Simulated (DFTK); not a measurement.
# MgB2 under changes of volume

One of the cells (9.679 Å³/atom); the others are scaled copies at fixed shape and fractional positions:

```
Mg B
1.0
     3.08500    0.00000    0.00000
    -1.54250    2.67169    0.00000
     0.00000    0.00000    3.52300
Mg B
1 2
Direct
  0.00000 0.00000 0.00000
  0.66667 0.33333 0.50000
  0.33333 0.66667 0.50000
```

| Property | Result |
| --- | --- |
| Program | DFTK 0.8.2 |
| Functional | PBEsol |
| Potentials or basis | dojo.nc.sr.pbesol.v0_4_1.standard.upf (PBEsol) |
| Cutoff | 1143 eV |
| k mesh | 10 × 10 × 8 |
| Occupations | fermi-dirac, width 0.05 eV |
| Spin | no spin polarisation |

```tsv
volume (Å³/atom)	energy over the lowest point (meV/atom)	pressure (GPa)
9.098	?	?
9.292	2.54	3.8
9.485	0.00	0.4
9.679	1.35	-2.7
9.873	6.21	-5.4
10.066	14.28	-8.0
10.260	25.28	-10.3
```

What does the run at 9.098 Å³/atom give?

Energy over the lowest point 9.33 meV/atom; pressure 7.4 GPa.

Worked out: A Birch-Murnaghan fit of order 3 (a polynomial in V^(-2/3)) to the other rows has its minimum at 9.51 Å³/atom with B0 = V·E''(V) = 156 GPa and B' = 3.7 at fixed shape and positions, which overstates the stiffness. It gives 9.37 meV/atom at 9.098 Å³/atom, against the run's 9.33, and -dE/dV = 7.5 GPa, against 7.4.

Energies are extrapolated to zero smearing.
